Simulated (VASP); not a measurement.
# Cs in VASP: notebook

One molecule, Cs, is run at these levels: RPBE, RPBE+D3(BJ); tasks: single point.

Everything below comes from runs of VASP 6.6.1. Logs are shortened: lines on timing, memory, paths and dates and some standing lists are left out, and cuts for length are marked.

## (1) The molecule as given

The cell holds a molecule in a box, 1 atom: a = 10.500 Å, b = 11.000 Å, c = 11.500 Å, α = 90.00°, β = 90.00°, γ = 90.00°.

## (2) Single point, RPBE, collinear spin, ferromagnetic start

INCAR reads:

```
ALGO     = Normal         # electronic algorithm
EDIFF    = 1E-6           # SCF threshold, eV
ENCUT    = 400            # plane-wave cutoff, eV
GGA      = RP             # functional
ISIF     = 2              # what is computed and relaxed
ISMEAR   = 0              # smearing method
ISPIN    = 2              # spin polarisation
ISYM     = 0            
LASPH    = T              # aspherical terms in the spheres
LCHARG   = F              # write CHGCAR
LORBIT   = 11             # projections on sites
LREAL    = F              # projectors in reciprocal space
LWAVE    = F              # write WAVECAR
MAGMOM   = 0.5            # initial moments
NBANDS   = 14             # bands
NELM     = 80             # most SCF steps
NUPDOWN  = 1              # fixed moment
PREC     = Accurate       # precision mode
SIGMA    = 0.01           # smearing width, eV
```

KPOINTS reads:

```
k-points
0
Gamma
  1 1 1
```

POSCAR reads:

```
Cs                                      
1.0
   10.5000000000      0.0000000000      0.0000000000
    0.0000000000     11.0000000000      0.0000000000
    0.0000000000      0.0000000000     11.5000000000
  Cs            
     1
Selective dynamics
Direct
     0.5000000000000000    0.5045454544999970    0.5000000000000000   F   F   F
```

Potentials or basis: VASP PAW PBE potentials, release 64 (Cs_sv).

The run is started by

```sh
$ cat potpaw_PBE.64/Cs_sv/POTCAR > POTCAR
$ mpirun -np 1 vasp_gam > vasp.out
```

OUTCAR:

```text
EDIFF = 1E-6
   ENCUT = 400
   GGA = RP
   ISIF = 2
   ISMEAR = 0
   ISPIN = 2
   ISYM = 0
   LASPH = T
   LORBIT = 11
   LREAL = F
   NELM = 80
   NUPDOWN = 1
   PREC = Accurate

 ion  position               nearest neighbor table
   1  0.500  0.505  0.500-

IMPORTANT INFORMATION: All symmetrisations will be switched off!
NOSYMM: (Re-)initialisation of all symmetry stuff for point group C_1.

----------------------------------------------------------------------------------------

                                     Primitive cell

  volume of cell :    1328.2500

  direct lattice vectors                    reciprocal lattice vectors
    10.500000000  0.000000000  0.000000000     0.095238095  0.000000000  0.000000000
     0.000000000 11.000000000  0.000000000     0.000000000  0.090909091  0.000000000
     0.000000000  0.000000000 11.500000000     0.000000000  0.000000000  0.086956522

  length of vectors
    10.500000000 11.000000000 11.500000000     0.095238095  0.090909091  0.086956522

  position of ions in fractional coordinates (direct lattice)
     0.500000000  0.504545454  0.500000000

  ion indices of the primitive-cell ions
   primitive index   ion index
                 1           1

----------------------------------------------------------------------------------------

 KPOINTS: k-points

Automatic generation of k-mesh.
 Grid dimensions read from file:
 generate k-points for:    1    1    1

 Generating k-lattice:

  Cartesian coordinates                     Fractional coordinates (reciprocal lattice)
     0.095238095  0.000000000  0.000000000     1.000000000  0.000000000  0.000000000
     0.000000000  0.090909091  0.000000000     0.000000000  1.000000000  0.000000000
     0.000000000  0.000000000  0.086956522     0.000000000  0.000000000  1.000000000

  Length of vectors
     0.095238095  0.090909091  0.086956522

  Shift w.r.t. Gamma in fractional coordinates (k-lattice)
     0.000000000  0.000000000  0.000000000

 Subroutine IBZKPT returns following result:
 ===========================================

 Found      1 irreducible k-points:

 Following reciprocal coordinates:
            Coordinates               Weight
  0.000000  0.000000  0.000000      1.000000
   k-points           NKPTS =      1   k-points in BZ     NKDIM =      1   number of bands    NBANDS=     14
   number of dos      NEDOS =    301   number of ions     NIONS =      1
   total plane-waves  NPLWV = 403200
   dimension x,y,z NGX =    70 NGY =   72 NGZ =   80
[... 35 lines left out ...]
  volume/ion in A,a.u.               =    1328.25      8963.47
  Fermi-wavevector in a.u.,A,eV,Ry     =   0.309786  0.585411  1.305719  0.095968
  Thomas-Fermi vector in A             =   1.186821
   LORBIT       =     11    0 simple, 1 ext, 2 COOP (PROOUT), +10 PAW based schemes
   GGA     = RP    functional components
   LHFCALC =     F    Hartree Fock is set to
   AEXX    =    0.0000 exact exchange contribution
   IVDW    =     0    specifies the selected vdW correction
   LEPSILON=     F    determine dielectric tensor
   LRPA    =     F    only Hartree local field effects (RPA)
 spin polarized calculation
 Gauss-broadening in eV      SIGMA  =   0.01
  energy-cutoff  :      400.00
  volume of cell :     1328.25
 maximum number of plane-waves:     12033
 NGX is ok and might be reduce to    70
   NGX = 35   NGY = 35   NGZ = 37

 number of electron       9.0000000 magnetization       1.0000009

 Free energy of the ion-electron system (eV)
  ---------------------------------------------------
  ext. energy  EPLUGINS =         0.00000000
  ---------------------------------------------------
  free energy    TOTEN  =        -0.16659338 eV

  energy without entropy =       -0.16659338  energy(sigma->0) =       -0.16659338

 E-fermi : -13.1884     XC(G=0):  -0.9394

 val. band max:       -2.0233261056   @ k =   0.0000   0.0000   0.0000
 cond. band min:      -1.4505570109   @ k =   0.0000   0.0000   0.0000
 fundamental gap:      0.5727690948
 Fermi energy:        -1.9321708212

 spin component 1

 k-point     1 :       0.0000    0.0000    0.0000
  band No.  band energies     occupation
      1     -26.5164      1.00000
      2     -13.3371      1.00000
      3     -13.3345      1.00000
      4     -13.3302      1.00000
      5      -2.0233      1.00000
      6      -0.4464      0.00000
      7      -0.3986      0.00000
      8      -0.3842      0.00000
      9      -0.3464      0.00000
     10      -0.3382      0.00000
     11      -0.1212      0.00000
     12      -0.1111      0.00000
     13      -0.1054      0.00000
     14      -0.0162      0.00000
 Fermi energy:       -13.1884429356

 spin component 2

 k-point     1 :       0.0000    0.0000    0.0000
  band No.  band energies     occupation
      1     -26.4757      1.00000
      2     -13.2640      1.00000
      3     -13.2606      1.00000
      4     -13.2554      1.00000
      5      -1.4506      0.00000
      6       0.2428      0.00000
      7       0.2617      0.00000
      8       0.2954      0.00000
      9       0.3069      0.00000
     10       0.3117      0.00000
     11       0.3984      0.00000
     12       0.4389      0.00000
     13       0.4946      0.00000
     14       0.8933      0.00000

------------------------ aborting loop because EDIFF is reached ----------------------------------------

  FORCE on cell =-STRESS in cart. coord.  units (eV):
  Direction    XX          YY          ZZ          XY          YZ          ZX
  --------------------------------------------------------------------------------------
  -------------------------------------------------------------------------------------
  Total       -0.2400320     -0.1772265     -0.1349682      0.0000000     -0.0000000     -0.0000000
  in kB       -0.2895342     -0.2137762     -0.1628030      0.0000000     -0.0000000     -0.0000000
  external PRESSURE =      -0.2220378 kB  Pullay stress =       0.0000000 kB

 VOLUME and BASIS-vectors are now :
 -----------------------------------------------------------------------------
  energy-cutoff  :      400.00
  volume of cell :     1328.25
      direct lattice vectors                 reciprocal lattice vectors
    10.500000000  0.000000000  0.000000000     0.095238095  0.000000000  0.000000000
     0.000000000 11.000000000  0.000000000     0.000000000  0.090909091  0.000000000
     0.000000000  0.000000000 11.500000000     0.000000000  0.000000000  0.086956522

 POSITION                                       TOTAL-FORCE (eV/Angst)
 -----------------------------------------------------------------------------------
      5.25000      5.55000      5.75000        -0.000000      0.000377     -0.000027
 -----------------------------------------------------------------------------------
    total drift:                               -0.000000      0.000377     -0.000027

  FREE ENERGIE OF THE ION-ELECTRON SYSTEM (eV)
  ---------------------------------------------------
  free  energy   TOTEN  =        -0.1665933774 eV

  energy  without entropy=       -0.1665933774  energy(sigma->0) =       -0.16659338

 total charge

# of ion       s       p       d       tot
------------------------------------------
    1        1.867   4.695   0.000   6.562

 magnetization (x)

# of ion       s       p       d       tot
------------------------------------------
    1        0.031  -0.011   0.000   0.020
```

OSZICAR:

```text
N       E                     dE             d eps       ncg     rms          rms(c)
DAV:   1     0.835484486161E+02    0.83548E+02   -0.16137E+03    72   0.246E+02
DAV:   2     0.236691988753E+02   -0.59879E+02   -0.58964E+02    92   0.479E+01
[... 24 lines left out ...]
DAV:  27    -0.166575455125E+00   -0.30287E-04   -0.26268E-05    64   0.179E-02    0.422E-05
DAV:  28    -0.166583683919E+00   -0.82288E-05   -0.20653E-05    64   0.158E-02    0.226E-05
DAV:  29    -0.166586588762E+00   -0.29048E-05   -0.95313E-06    64   0.105E-02    0.178E-05
DAV:  30    -0.166591060927E+00   -0.44722E-05   -0.88879E-06    64   0.100E-02    0.165E-05
DAV:  31    -0.166592885336E+00   -0.18244E-05   -0.66966E-06    64   0.829E-03    0.110E-05
DAV:  32    -0.166593377389E+00   -0.49205E-06   -0.28155E-06    56   0.525E-03
   1 F= -.16659338E+00 E0= -.16659338E+00  d E =-.100867E-21  mag=     1.0000
```

stdout:

```text
POSCAR found type information on POSCAR Cs
 POSCAR found :  1 types and       1 ions
 scaLAPACK will be used
 -----------------------------------------------------------------------------
|                                                                             |
|                                                                             |
|     You enforced a specific xc type in the INCAR file but a different       |
|     I HOPE YOU KNOW WHAT YOU ARE DOING!                                     |
|                                                                             |
 -----------------------------------------------------------------------------

 LDA part: xc-table for (Slater+PW92), standard interpolation
 POSCAR, INCAR and KPOINTS ok, starting setup
 FFT: planning ... GRIDC
 FFT: planning ... GRID_SOFT
 FFT: planning ... GRID
 WAVECAR not read
 entering main loop
```

Run time: 3 min. Hardware: 1 thread of Intel Xeon Platinum 8259CL at 2.50GHz (Skylake/Cascade Lake), shared host; peak memory 1.1 GiB.

What came out:

- Free energy: -0.1666 eV
- Net moment: 1.00 μB per cell
- Valence electrons inside the program's atomic spheres: Cs 6.56

Caveat: the PAW data sets were made with another functional, which shifts forces and pressure a little; the total moment is fixed, so each spin has its own Fermi level. Spin-orbit coupling is left out, which matters for the levels of Cs.

## (3) Single point, RPBE+D3(BJ), collinear spin, ferromagnetic start

INCAR, as its differences from that of step 2:

```diff
@@ -8,2 +8,3 @@
 ISYM     = 0            
+IVDW     = 12             # dispersion correction
 LASPH    = T              # aspherical terms in the spheres
```

KPOINTS is that of step 2.

POSCAR is that of step 2.

Potentials or basis: VASP PAW PBE potentials, release 64 (Cs_sv).

The run is started by

```sh
$ cat potpaw_PBE.64/Cs_sv/POTCAR > POTCAR
$ mpirun -np 1 vasp_gam > vasp.out
```

Wall time 2.7 min (1 thread of Intel Xeon Platinum 8259CL at 2.50GHz (Skylake/Cascade Lake), shared host); peak memory 1.1 GiB.

Results (log left out):

* Free energy: -0.1874 eV
* Net moment: 1.00 μB per cell
* Valence electrons inside the program's atomic spheres: Cs 6.56
* Dispersion energy per atom: -0.021 eV

Caveat: the PAW data sets were made with another functional, which shifts forces and pressure a little; the total moment is fixed, so each spin has its own Fermi level.
